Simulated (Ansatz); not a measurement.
# Dielectric response of BN (10-10) films, part 3 of 6

How well do thin wurtzite BN (10-10) films screen a perpendicular field?

Ansatz 0.2.0; plane-wave DFT, PBEsol, Ansatz PAW (the session's first sound run).

So far. Step 6 (Response with the atoms held, 12 atoms, units 3): The induced dipole is that of a conductor 5.95 Å thick. Step 7 (Field on, atoms free, 12 atoms, field 0.05 V/Å): The dipole is 0.0195 e·Å, and the gap on the mesh 3.576 eV.

### 8. Relaxing in the field, 12 atoms, field -0.05 V/Å

The opposite sign, again from the field-free geometry; the difference of the two cancels what relaxes without a field.

Contents of input.yaml:

```yaml
crystal:
  lattice:
    - [2.55, 0.0, 0.0]
    - [0.0, 4.22, 0.0]
    - [0.0, 0.0, 23.1528511525]
  atoms:
    - { symbol: B, position: [0.0, 0.0286497039, 0.3989112085] }
    - { symbol: "N", position: [0.0, 0.3568868285, 0.3919964171] }
    - { symbol: B, position: [0.5, 0.4952534956, 0.4155101018] }
    - { symbol: "N", position: [0.5, 0.8670566048, 0.4159364695] }
    - { symbol: B, position: [0.5, 0.0038159389, 0.4859402479] }
    - { symbol: "N", position: [0.5, 0.3733374245, 0.4856235314] }
    - { symbol: B, position: [0.0, 0.5038159377, 0.5140597515] }
    - { symbol: "N", position: [0.0, 0.8733374252, 0.514376468] }
    - { symbol: B, position: [0.0, -0.0047465033, 0.5844898981] }
    - { symbol: "N", position: [0.0, 0.3670566041, 0.584063531] }
    - { symbol: B, position: [0.5, 0.5286497078, 0.6010887908] }
    - { symbol: "N", position: [0.5, 0.8568868324, 0.6080035843] }
kpoints:
  mp_grid: { grid: [10, 6, 1] }
hamiltonian:
  xc: pbesol
scf:
  occupations: { method: fixed }
  convergence: { dr2_threshold: 1.0e-10 }
efield:
  axis: 3
  dipole_correction: true
  ramp_position: 0.97
  ramp_width: 0.06
  amplitude: -0.05
relax:
  f_tol: 0.0006
  max_steps: 70
output:
  write_potential: true
  write_density: true
  volumetric_format: npy
```

Started as:

```bash
> ansatz run input.yaml --threads 4 --pin off --max-ram 8192MiB --backend cpu --events-out ev --progress --plain --runs-dir out
```

Numbers of over 12 decimals in the logs are rounded to 6 here.

The log of the run:

```text
[...]
Crystal: 12 atoms, lattice volume = 249.148 Å³
Basis set: ecut = 420 eV, 4867 PW (Γ), exchange–correlation on 36×60×320 points (8 copies of the dense FFT grid, shifted against one another)
Bands: 36, of which v1, the nominal top of the filled ones, is band 24 counted from 1 (23 counted from 0)
Symmetry: 2 space group operations
k-points: 24 of 60 (time reversal used)
[...]
- { symbol: B, position: [0.500000, 0.00375488, 0.485919] }
    - { symbol: N, position: [0.500000, 0.373290, 0.485637] }
    - { symbol: B, position: [0, 0.503763, 0.514050] }
    - { symbol: N, position: [0, 0.873292, 0.514396] }
    - { symbol: B, position: [0, -0.00485978, 0.584465] }
    - { symbol: N, position: [0, 0.366938, 0.584084] }
    - { symbol: B, position: [0.500000, 0.528554, 0.601072] }
    - { symbol: N, position: [0.500000, 0.856806, 0.608022] }
[key lines of the parts left out:]
SCF converged after 5 iterations
Free energy (F): -3199.870537 eV
Fermi energy:    -1.245683 eV
Dipole field:    D = -0.014140 V/Å  (p = -0.019468 e·Å, saw-weighted, corrected)
```

The job ended after 37 s (4 threads of Intel Xeon at 2.50GHz (Skylake/Cascade Lake), shared host; peak memory 0.63 GiB).

Hardly anything moved in the relaxation; the energy changed by under 0.2 meV an atom.

The relaxation took 5 steps and lowered the energy by 4.6e-5 eV; the largest force on the free atoms ends at 4.7e-4 eV/Å.

The dipole is -0.0195 e·Å, and the gap on the mesh 3.576 eV.

### 9. Response with the atoms relaxed, 12 atoms, units 3

This step: plane-wave DFT, PBEsol, Ansatz PAW; response to a field along the normal, atoms relaxed (Ansatz 0.2.0).

The two relaxed runs give the static response.

Numbers from this step:

```
equivalent conductor thickness p/(ε₀AE) : 6.547 Å
```

Local field over the applied field, running mean. From the potentials at -0.05 and 0.05 V/Å; running mean over 2.208 Å, taken twice. Table of local field over applied field by z:

```
z (Å)  local field over applied field
  4.5                           0.999
  5.0                           0.997
  5.5                           0.990
  6.0                           0.972
  6.5                           0.929
  7.0                           0.852
  7.5                           0.731
  8.0                           0.570
  8.5                           0.401
  9.0                           0.252
  9.5                           0.139
 10.0                          0.0838
 10.5                          0.0688
 11.0                          0.0707
 11.5                          0.0757
 12.0                          0.0727
 12.5                          0.0684
 13.0                          0.0763
 13.5                           0.116
 14.0                           0.213
 14.5                           0.353
 15.0                           0.518
 15.5                           0.685
 16.0                           0.820
 16.5                           0.910
 17.0                           0.963
 17.5                           0.987
 18.0                           0.995
 18.5                           0.998
```

The induced dipole is that of a conductor 6.55 Å thick.

### 10. Relaxing the film, 16 atoms, units 4

This step: plane-wave DFT, PBEsol, Ansatz PAW (Ansatz 0.2.0).

System of this step: BN (10-10), 4 units. The cell holds 16 atoms: 8 B and 8 N. Cell: a = 2.550 Å, b = 4.220 Å, c = 25.361 Å, α = 90.0°, β = 90.0°, γ = 90.0°. It derives from BN (wurtzite BN). Vacuum lies along c.

The next thickness, treated alike, so that differences show the interior and the faces cancel.

Contents of input.yaml:

```yaml
crystal:
  lattice:
    - [2.55, 0.0, 0.0]
    - [0.0, 4.22, 0.0]
    - [0.0, 0.0, 25.3612159322]
  atoms:
    - { symbol: B, position: [0.0, 0.0, 0.3548725749] }
    - { symbol: "N", position: [0.0, 0.375, 0.3548725749] }
    - { symbol: B, position: [0.5, 0.5, 0.3838980599] }
    - { symbol: "N", position: [0.5, 0.875, 0.3838980599] }
    - { symbol: B, position: [0.5, 0.0, 0.44194903] }
    - { symbol: "N", position: [0.5, 0.375, 0.44194903] }
    - { symbol: B, position: [0.0, 0.5, 0.470974515] }
    - { symbol: "N", position: [0.0, 0.875, 0.470974515] }
    - { symbol: B, position: [0.0, 0.0, 0.529025485] }
    - { symbol: "N", position: [0.0, 0.375, 0.529025485] }
    - { symbol: B, position: [0.5, 0.5, 0.55805097] }
    - { symbol: "N", position: [0.5, 0.875, 0.55805097] }
    - { symbol: B, position: [0.5, 0.0, 0.6161019401] }
    - { symbol: "N", position: [0.5, 0.375, 0.6161019401] }
    - { symbol: B, position: [0.0, 0.5, 0.6451274251] }
    - { symbol: "N", position: [0.0, 0.875, 0.6451274251] }
kpoints:
  mp_grid: { grid: [10, 6, 1] }
hamiltonian:
  xc: pbesol
scf:
  occupations: { method: fixed }
  convergence: { dr2_threshold: 1.0e-09 }
efield:
  axis: 3
  dipole_correction: true
  ramp_position: 0.97
  ramp_width: 0.06
relax:
  f_tol: 0.003
  max_steps: 100
output:
  write_potential: true
  write_density: true
  volumetric_format: npy
```

The log of the run:

```text
[...]
Crystal: 16 atoms, lattice volume = 272.912 Å³
Basis set: ecut = 420 eV, 5339 PW (Γ), exchange–correlation on 36×60×360 points (8 copies of the dense FFT grid, shifted against one another)
Bands: 48, of which v1, the nominal top of the filled ones, is band 32 counted from 1 (31 counted from 0)
Symmetry: 2 space group operations
[...]
- { symbol: B, position: [0.500000, 0.504555, 0.556904] }
    - { symbol: N, position: [0.500000, 0.874282, 0.557076] }
    - { symbol: B, position: [0.500000, -0.00637409, 0.619550] }
    - { symbol: N, position: [0.500000, 0.367729, 0.619227] }
    - { symbol: B, position: [-1.0671822324265534e-17, 0.529533, 0.635463] }
    - { symbol: N, position: [-3.58973451935352e-18, 0.857030, 0.641876] }
[key lines of the parts left out:]
SCF converged after 5 iterations
Free energy (F): -4267.389260 eV
Fermi energy:    -0.351308 eV
Dipole field:    D = 0.000000 V/Å  (p = 0.000000 e·Å, saw-weighted, corrected)
Work function:   Φ+ = 6.3995 eV   Φ− = 6.3995 eV
```

Run time: 94 s. Hardware: 4 threads; peak memory 0.75 GiB.

Relaxation path:

```csv
step,energy less that of the first step (eV),largest force component (eV/Å)
1,0.0000,4.4070
2,-1.9667,2.6766
3,-2.4934,0.9684
4,-2.6356,0.3305
5,-2.6498,0.1658
6,-2.6518,0.0302
7,-2.6519,0.0071
8,-2.6519,0.0011
```

The run keeps the 2 symmetry operations that it works with, so distortions that break them were not tested.

The atoms that moved most (Å):

```
atom     dx      dy      dz  length
 B15  0.000   0.125  -0.245   0.275
  B1  0.000   0.125   0.245   0.275
  N2  0.000  -0.076   0.082   0.112
 N16  0.000  -0.076  -0.082   0.112
 B13  0.000  -0.027   0.087   0.091
  B3  0.000  -0.027  -0.087   0.091
  N4  0.000  -0.031  -0.079   0.085
 N14  0.000  -0.031   0.079   0.085
```

Final coordinates:

```xyz
16
Lattice="2.5500 0.0000 0.0000 0.0000 4.2200 0.0000 0.0000 0.0000 25.3612" Properties=species:S:1:pos:R:3
B     0.0000    0.1246    9.2451
N     0.0000    1.5067    9.0825
B     1.2750    2.0831    9.6487
N     1.2750    3.6618    9.6569
B     1.2750    0.0192   11.2374
N     1.2750    1.5795   11.2331
B     0.0000    2.1059   11.9376
N     0.0000    3.6892   11.9274
B     0.0000   -0.0041   13.4236
N     0.0000    1.5792   13.4338
B     1.2750    2.1292   14.1238
N     1.2750    3.6895   14.1281
B     1.2750   -0.0269   15.7125
N     1.2750    1.5518   15.7043
B     0.0000    2.2346   16.1161
N     0.0000    3.6167   16.2788
```

The relaxation took 8 steps and lowered the energy by 2.7 eV; the largest force on the free atoms ends at 0.0011 eV/Å.

The gap is 3.71 eV, with the valence edge 6.40 eV and the conduction edge 2.69 eV under the upper vacuum level.

### 11. The relaxed film, single point, 16 atoms, units 4

The next thickness, treated alike, so that differences show the interior and the faces cancel.

Contents of input.yaml:

```yaml
crystal:
  lattice:
    - [2.55, 0.0, 0.0]
    - [0.0, 4.22, 0.0]
    - [0.0, 0.0, 25.3612159322]
  atoms:
    - { symbol: B, position: [0.0, 0.0295332929, 0.3645374993] }
    - { symbol: "N", position: [0.0, 0.3570302406, 0.3581236142] }
    - { symbol: B, position: [0.5, 0.4936259039, 0.380449709] }
    - { symbol: "N", position: [0.5, 0.8677289314, 0.3807733959] }
    - { symbol: B, position: [0.5, 0.0045550679, 0.4430955165] }
    - { symbol: "N", position: [0.5, 0.3742819208, 0.4429243686] }
    - { symbol: B, position: [0.0, 0.4990355916, 0.4707026816] }
    - { symbol: "N", position: [0.0, 0.8742090389, 0.4703004963] }
    - { symbol: B, position: [0.0, -0.0009644073, 0.5292973186] }
    - { symbol: "N", position: [0.0, 0.3742090401, 0.5296995035] }
    - { symbol: B, position: [0.5, 0.50455507, 0.5569044836] }
    - { symbol: "N", position: [0.5, 0.8742819225, 0.5570756313] }
    - { symbol: B, position: [0.5, -0.0063740918, 0.6195502913] }
    - { symbol: "N", position: [0.5, 0.3677289358, 0.6192266038] }
    - { symbol: B, position: [0.0, 0.5295332976, 0.6354625006] }
    - { symbol: "N", position: [0.0, 0.8570302452, 0.6418763859] }
kpoints:
  mp_grid: { grid: [10, 6, 1] }
hamiltonian:
  xc: pbesol
scf:
  occupations: { method: fixed }
  convergence: { dr2_threshold: 1.0e-09 }
efield:
  axis: 3
  dipole_correction: true
  ramp_position: 0.97
  ramp_width: 0.06
output:
  eigenvalues: true
  write_potential: true
  write_density: true
  volumetric_format: npy
  elf: true
```

The log of the run:

```text
[...]
Crystal: 16 atoms, lattice volume = 272.912 Å³
Basis set: ecut = 420 eV, 5339 PW (Γ)
Bands: 48, of which v1, the nominal top of the filled ones, is band 32 counted from 1 (31 counted from 0)
Symmetry: 2 space group operations
k-points: 24 of 60 (time reversal used)
[...]
k-point 1: bands = [... 28 lower, -1.4154, -0.9505, -0.7964, -0.4977, 4.8084, 4.9887, 5.8844, 6.0384, ... 12 higher]
  k-point 2: bands = [... 28 lower, -1.9176, -1.3161, -0.8418, -0.5698, 4.5698, 4.6878, 6.0978, 6.1575, ... 12 higher]
  k-point 23: bands = [... 28 lower, -3.4410, -3.4410, -1.2616, -1.2616, 3.3619, 3.3619, 6.6449, 6.6449, ... 12 higher]
[key lines of the parts left out:]
SCF converged after 9 iterations
Free energy (F): -4267.389308 eV
Fermi energy:    -0.351218 eV
Dipole field:    D = 0.000000 V/Å  (p = 0.000000 e·Å, saw-weighted, corrected)
Work function:   Φ+ = 6.3993 eV   Φ− = 6.3994 eV
```

Run time: 20 s. Hardware: 4 threads; peak memory 0.8 GiB; 76 s of CPU time.

The gap is 3.71 eV, with the valence edge 6.40 eV and the conduction edge 2.69 eV under the upper vacuum level.

### 12. Single point, 16 atoms, units 4, field 0.05 V/Å

input.yaml: that of step 11 with these lines changed.

```diff
@@ -28,3 +28,3 @@
   occupations: { method: fixed }
-  convergence: { dr2_threshold: 1.0e-09 }
+  convergence: { dr2_threshold: 1.0e-10 }
 efield:
@@ -34,4 +34,4 @@
   ramp_width: 0.06
+  amplitude: 0.05
 output:
-  eigenvalues: true
   write_potential: true
@@ -39,2 +39 @@
   volumetric_format: npy
-  elf: true
```

The log of the run:

```text
[...]
Crystal: 16 atoms, lattice volume = 272.912 Å³
Basis set: ecut = 420 eV, 5339 PW (Γ)
Bands: 48, of which v1, the nominal top of the filled ones, is band 32 counted from 1 (31 counted from 0)
Symmetry: 2 space group operations
k-points: 24 of 60 (time reversal used)
[...]
k-point 0: bands = [... 28 lower, -1.1362, -0.8866, -0.5838, -0.3499, 4.8693, 5.1014, 5.7848, 5.9934, ... 12 higher]
  k-point 1: bands = [... 28 lower, -1.4155, -0.9521, -0.7959, -0.4961, 4.7888, 5.0051, 5.8491, 6.0364, ... 12 higher]
  k-point 2: bands = [... 28 lower, -1.9177, -1.3156, -0.8444, -0.5673, 4.5522, 4.7044, 6.0889, 6.1618, ... 12 higher]
  k-point 23: bands = [... 28 lower, -3.4560, -3.4260, -1.2971, -1.2264, 3.3274, 3.3962, 6.6413, 6.6477, ... 12 higher]
[key lines of the parts left out:]
SCF converged after 13 iterations
Free energy (F): -4267.389876 eV
Fermi energy:    -0.349863 eV
Dipole field:    D = 0.015061 V/Å  (p = 0.022716 e·Å, saw-weighted, corrected)
```

The job ended after 24 s (4 threads; peak memory 0.78 GiB).

The dipole is 0.0227 e·Å, and the gap on the mesh 3.677 eV.

### 13. Single point, 16 atoms, units 4, field -0.05 V/Å

input.yaml: that of step 12 with these lines changed.

```diff
@@ -34,3 +34,3 @@
   ramp_width: 0.06
-  amplitude: 0.05
+  amplitude: -0.05
 output:
```

The log of the run:

```text
[...]
Crystal: 16 atoms, lattice volume = 272.912 Å³
Basis set: ecut = 420 eV, 5339 PW (Γ)
Bands: 48, of which v1, the nominal top of the filled ones, is band 32 counted from 1 (31 counted from 0)
Symmetry: 2 space group operations
k-points: 24 of 60 (time reversal used)
[...]
k-point 0: bands = [... 28 lower, -1.1362, -0.8866, -0.5838, -0.3499, 4.8693, 5.1014, 5.7848, 5.9935, ... 12 higher]
  k-point 1: bands = [... 28 lower, -1.4155, -0.9521, -0.7959, -0.4961, 4.7888, 5.0051, 5.8491, 6.0364, ... 12 higher]
  k-point 2: bands = [... 28 lower, -1.9177, -1.3156, -0.8444, -0.5673, 4.5522, 4.7044, 6.0889, 6.1618, ... 12 higher]
  k-point 23: bands = [... 28 lower, -3.4560, -3.4260, -1.2971, -1.2264, 3.3274, 3.3962, 6.6413, 6.6477, ... 12 higher]
[key lines of the parts left out:]
SCF converged after 13 iterations
Free energy (F): -4267.389876 eV
Fermi energy:    -0.349863 eV
Dipole field:    D = -0.015061 V/Å  (p = -0.022716 e·Å, saw-weighted, corrected)
```

Run time: 23 s. Hardware: 4 threads; peak memory 0.79 GiB; 87 s of CPU time.

The dipole is -0.0227 e·Å, and the gap on the mesh 3.677 eV.

### 14. Response with the atoms held, 16 atoms, units 4

This step: plane-wave DFT, PBEsol, Ansatz PAW; response to a field along the normal, atoms held (Ansatz 0.2.0).

Local field over the applied field, running mean. From the potentials at -0.05 and 0.05 V/Å; running mean over 2.208 Å, taken twice. The local field over applied field by z:

```csv
z (Å),local field over applied field
4.5,0.999
5.0,0.996
5.5,0.990
6.0,0.972
6.5,0.931
7.0,0.854
7.5,0.739
8.0,0.595
8.5,0.446
9.0,0.322
9.5,0.239
10.0,0.197
10.5,0.186
11.0,0.190
11.5,0.195
12.0,0.199
12.5,0.201
13.0,0.201
13.5,0.198
14.0,0.193
14.5,0.188
15.0,0.187
15.5,0.205
16.0,0.258
16.5,0.353
17.0,0.486
17.5,0.636
18.0,0.774
18.5,0.879
19.0,0.945
19.5,0.978
20.0,0.992
20.5,0.997
21.0,0.999
```

The induced dipole is that of a conductor 7.64 Å thick.

### 15. Relaxation, 20 atoms, units 5

This step: plane-wave DFT, PBEsol, Ansatz PAW (Ansatz 0.2.0).

System of this step: BN (10-10), 5 units. The cell holds 20 atoms: 10 B and 10 N. Cell: a = 2.550 Å, b = 4.220 Å, c = 27.570 Å, α = 90.0°, β = 90.0°, γ = 90.0°. It derives from BN (wurtzite BN). Vacuum lies along c.

The next thickness, treated alike, so that differences show the interior and the faces cancel.

Contents of input.yaml:

```yaml
crystal:
  lattice:
    - [2.55, 0.0, 0.0]
    - [0.0, 4.22, 0.0]
    - [0.0, 0.0, 27.5695807118]
  atoms:
    - { symbol: B, position: [0.0, 0.0, 0.3264467492] }
    - { symbol: "N", position: [0.0, 0.375, 0.3264467492] }
    - { symbol: B, position: [0.5, 0.5, 0.3531472493] }
    - { symbol: "N", position: [0.5, 0.875, 0.3531472493] }
    - { symbol: B, position: [0.5, 0.0, 0.4065482496] }
    - { symbol: "N", position: [0.5, 0.375, 0.4065482496] }
    - { symbol: B, position: [0.0, 0.5, 0.4332487497] }
    - { symbol: "N", position: [0.0, 0.875, 0.4332487497] }
    - { symbol: B, position: [0.0, 0.0, 0.4866497499] }
    - { symbol: "N", position: [0.0, 0.375, 0.4866497499] }
    - { symbol: B, position: [0.5, 0.5, 0.5133502501] }
    - { symbol: "N", position: [0.5, 0.875, 0.5133502501] }
    - { symbol: B, position: [0.5, 0.0, 0.5667512503] }
    - { symbol: "N", position: [0.5, 0.375, 0.5667512503] }
    - { symbol: B, position: [0.0, 0.5, 0.5934517504] }
    - { symbol: "N", position: [0.0, 0.875, 0.5934517504] }
    - { symbol: B, position: [0.0, 0.0, 0.6468527507] }
    - { symbol: "N", position: [0.0, 0.375, 0.6468527507] }
    - { symbol: B, position: [0.5, 0.5, 0.6735532508] }
    - { symbol: "N", position: [0.5, 0.875, 0.6735532508] }
kpoints:
  mp_grid: { grid: [10, 6, 1] }
hamiltonian:
  xc: pbesol
scf:
  occupations: { method: fixed }
  convergence: { dr2_threshold: 1.0e-09 }
efield:
  axis: 3
  dipole_correction: true
  ramp_position: 0.97
  ramp_width: 0.06
relax:
  f_tol: 0.003
  max_steps: 100
output:
  write_potential: true
  write_density: true
  volumetric_format: npy
```

The log of the run:

```text
[...]
Crystal: 20 atoms, lattice volume = 296.676 Å³
Basis set: ecut = 420 eV, 5795 PW (Γ), exchange–correlation on 36×60×384 points (8 copies of the dense FFT grid, shifted against one another)
Bands: 60, of which v1, the nominal top of the filled ones, is band 40 counted from 1 (39 counted from 0)
Symmetry: 2 space group operations
[...]
- { symbol: B, position: [-1.441332472158914e-18, 0.504838, 0.592251] }
    - { symbol: N, position: [-1.145712037839525e-18, 0.874440, 0.592497] }
    - { symbol: B, position: [3.508493125050894e-18, -0.00664633, 0.649776] }
    - { symbol: N, position: [3.087532034792223e-18, 0.367766, 0.649425] }
    - { symbol: B, position: [0.500000, 0.529596, 0.664458] }
    - { symbol: N, position: [0.500000, 0.856969, 0.670413] }
[key lines of the parts left out:]
SCF converged after 5 iterations
Free energy (F): -5334.978806 eV
Fermi energy:    0.488927 eV
Dipole field:    D = -0.000000 V/Å  (p = -0.000000 e·Å, saw-weighted, corrected)
Work function:   Φ+ = 6.4844 eV   Φ− = 6.4844 eV
```

Elapsed: 2.1 min, on 4 threads; peak memory 0.87 GiB; 7.9 min of CPU time.

Step by step:

```csv
step,energy less that of the first step (eV),largest force component (eV/Å)
1,0.0000,4.4126
2,-1.9582,2.6729
3,-2.4606,1.0067
4,-2.6276,0.2649
5,-2.6411,0.1124
6,-2.6419,0.0183
7,-2.6419,0.0031
8,-2.6419,0.0004
```

Forces are held to the 2 operations that the run works with; a distortion that breaks them can't arise in this run.

The atoms that moved most (Å):

```
atom     dx      dy      dz  length
 B19  0.000   0.125  -0.251   0.280
  B1  0.000   0.125   0.251   0.280
  N2  0.000  -0.076   0.087   0.115
 N20  0.000  -0.076  -0.087   0.115
  B3  0.000  -0.028  -0.081   0.085
 B17  0.000  -0.028   0.081   0.085
 N18  0.000  -0.031   0.071   0.077
  N4  0.000  -0.031  -0.071   0.077
```

The relaxed structure:

```cif
data_structure
_symmetry_space_group_name_H-M 'P 1'
_symmetry_Int_Tables_number 1
_cell_length_a 2.5500
_cell_length_b 4.2200
_cell_length_c 27.5696
_cell_angle_alpha 90.000
_cell_angle_beta 90.000
_cell_angle_gamma 90.000
_cell_volume 296.68
loop_
_atom_site_label
_atom_site_type_symbol
_atom_site_fract_x
_atom_site_fract_y
_atom_site_fract_z
_atom_site_occupancy
B1 B 0.00000 0.02960 0.33554 1
N2 N 0.00000 0.35697 0.32959 1
B3 B 0.50000 0.49335 0.35022 1
N4 N 0.50000 0.86777 0.35058 1
B5 B 0.50000 0.00484 0.40775 1
N6 N 0.50000 0.37444 0.40750 1
B7 B 0.00000 0.49833 0.43328 1
N8 N 0.00000 0.87431 0.43295 1
B9 B 0.00000 0.00071 0.48675 1
N10 N 0.00000 0.37469 0.48709 1
B11 B 0.50000 0.50071 0.51325 1
N12 N 0.50000 0.87469 0.51291 1
B13 B 0.50000 0.99833 0.56672 1
N14 N 0.50000 0.37431 0.56705 1
B15 B 0.00000 0.50484 0.59225 1
N16 N 0.00000 0.87444 0.59250 1
B17 B 0.00000 0.99335 0.64978 1
N18 N 0.00000 0.36777 0.64942 1
B19 B 0.50000 0.52960 0.66446 1
N20 N 0.50000 0.85697 0.67041 1
```

The relaxation took 8 steps and lowered the energy by 2.6 eV; the largest force on the free atoms ends at 3.6e-4 eV/Å.

The gap is 3.78 eV, with the valence edge 6.48 eV and the conduction edge 2.71 eV under the upper vacuum level.

(Continued in part 4 of 6.)

[Logs are printed without paths, hosts, clocks, repeated set-up lines and the standing remarks that a program may print on its own settings, such as how far it seeks lower states.]

[Hosts, paths, dates, database ids (printed as entryN), source tags and the programs' standing remarks are cut or masked in the printed files.]

[Maps of the electrostatic potential energy from Ansatz leave out the sawtooth potential of an applied field or a dipole correction, so their vacuum need not be flat; planar profiles and work functions include it.]
